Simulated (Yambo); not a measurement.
**GaN: optical spectrum with PBE**

**Experimental background.**

A printed reference work, textbook reports, for a bulk crystal of GaN at 0 K: band gap 3.299 eV (direct).

The system is GaN.

```
Ga N
1.0
     0.00000    2.25350    2.25350
     2.25350    0.00000    2.25350
     2.25350    2.25350    0.00000
Ga N
1 1
Cartesian
  0.0000 0.0000 0.0000
  1.1268 1.1268 1.1268
```

The cell is a database's computed one.

- Program: Yambo 5.3.0
- Task: optical spectrum
- Functional: PBE
- Potentials or basis: PseudoDojo 0.4.1 SR PBE standard
- Cutoff: 1143 eV
- Density cutoff: 4572 eV
- k mesh: 20 × 20 × 20
- Occupations: fixed
- Spin: no spin polarisation
- k mesh of the self-consistent run: 20 × 20 × 20
- Direction of the field or of q to 0: z
- Broadening: 0.1 eV
- Kernel: adiabatic LDA
- Top of the energy range: 30 eV
- Energy points: 150
- Correction of the levels: none
- Bands in the response: 34
- Cutoff of the response matrix: 2 Ry

```
Band gap on the k mesh, mean-field level                              : 1.76 eV, direct
Absorption peak                                                       : 6.85 eV
Electronic dielectric constant along the field                        : 5.90
Electronic dielectric constant along the field, independent particles : 6.04
Peak of the energy-loss function                                      : 19.7 eV
```

Dielectric function (along the field direction of the input):
```csv
energy (eV),real part,imaginary part
0.40,5.93,0.08
1.41,6.35,0.14
2.42,6.78,1.24
3.42,6.33,2.06
4.43,6.37,2.14
5.44,7.96,4.22
6.44,5.82,7.54
7.45,3.06,7.89
8.46,2.36,3.17
9.46,1.30,6.20
10.67,1.03,4.24
11.68,-0.41,6.41
12.68,-2.05,3.51
13.69,-1.68,2.08
14.70,-1.26,1.40
15.70,-0.62,0.92
16.71,-0.30,0.77
17.72,-0.14,0.76
18.72,-0.03,0.63
19.93,0.18,0.41
```

Energy-loss function:
```tsv
energy (eV)	loss
0.0	0.002
1.2	0.003
2.6	0.029
3.8	0.044
5.2	0.045
6.4	0.083
7.9	0.178
9.1	0.125
10.5	0.258
11.7	0.155
13.1	0.218
14.3	0.334
15.7	0.747
16.9	1.270
18.3	1.283
19.5	1.795
20.9	1.156
22.1	1.220
23.6	0.773
24.8	0.931
26.2	1.273
27.4	0.874
28.8	0.976
30.0	0.682
```

Run time: 5 min on 1 thread of Arm Neoverse V1, on a shared host.

Against the measured gap of GaN, 3.299 eV (direct; 0 K; a printed reference work, textbook), the calculated 1.76 eV is off by -1.54 eV. Spin-orbit coupling on Ga is left out. The value is that of PBE on a finite k mesh, which can miss the band edges, without temperature or zero-point motion. Semilocal functionals fall short of measured gaps as a rule. The cell is a database's relaxed one, not the measured one, which moves gaps too.

Caveat: the LDA kernel is used on GGA states, which is inconsistent by a few percent; these spectra lack excitons.
